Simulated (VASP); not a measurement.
Set up this calculation in VASP 6.6.1, as the native input.

* Task: relaxation of cell and atoms
* Functional: PBE
* Potentials or basis: VASP PAW PBE potentials, release 64 (Si, C)
* Cutoff: 520 eV
* k mesh: 12 × 12 × 12
* Occupations: gaussian, width 0.02 eV
* Spin: no spin polarisation
* Further INCAR settings: ALGO = Fast; EDIFF = 1e-07; AMIX = 0.2; IBRION = 2; EDIFFG = -0.002; NSW = 80; ISIF = 3

The structure of SiC lies in POSCAR:

```
SiC
1.0
    0.0000000000      2.1790000000      2.1790000000
    2.1790000000      0.0000000000      2.1790000000
    2.1790000000      2.1790000000      0.0000000000
Si C
1 1
Direct
    0.0000000000      0.0000000000      0.0000000000
    0.2500000000      0.2500000000      0.2500000000
```

One way to write it, as run:

INCAR

```
SYSTEM = SiC
ALGO = Fast
AMIX = 0.2
EDIFF = 1E-7
EDIFFG = -0.002
ENCUT = 520
GGA = PE
IBRION = 2
ISIF = 3
ISMEAR = 0
LASPH = .TRUE.
LCHARG = .FALSE.
LREAL = .FALSE.
LWAVE = .FALSE.
NELM = 100
NSW = 80
PREC = Accurate
SIGMA = 0.02
```

KPOINTS

```
k-points
0
G
  12 12 12
  0 0 0
```

Potentials or basis: VASP PAW PBE potentials, release 64 (Si, C).

Launch:

```sh
$ cat potpaw_PBE.64/Si/POTCAR potpaw_PBE.64/C/POTCAR > POTCAR
$ mpirun -np 1 vasp_std > vasp.out
```

Results of the run:

```
Relaxed volume                         : 10.50 Å³/atom
Relaxed cell                           : a = 3.097 Å, b = 3.097 Å, c = 3.097 Å, α = 60.00°, β = 60.00°, γ = 60.00°
Space group after relaxing (to 0.05 Å) : F-43m (No. 216)
Energy gained by relaxing              : 1.5 meV/atom
Ionic steps                            : 3
Pressure after relaxing                : 0.0 GPa
Band gap on the k mesh                 : 1.37 eV, indirect (least direct gap 4.53 eV)
```

It took 15 s on 1 thread of Intel(R) Xeon(R) Platinum 8488C (Sapphire Rapids), with other jobs on the host, peak memory 0.14 GiB.
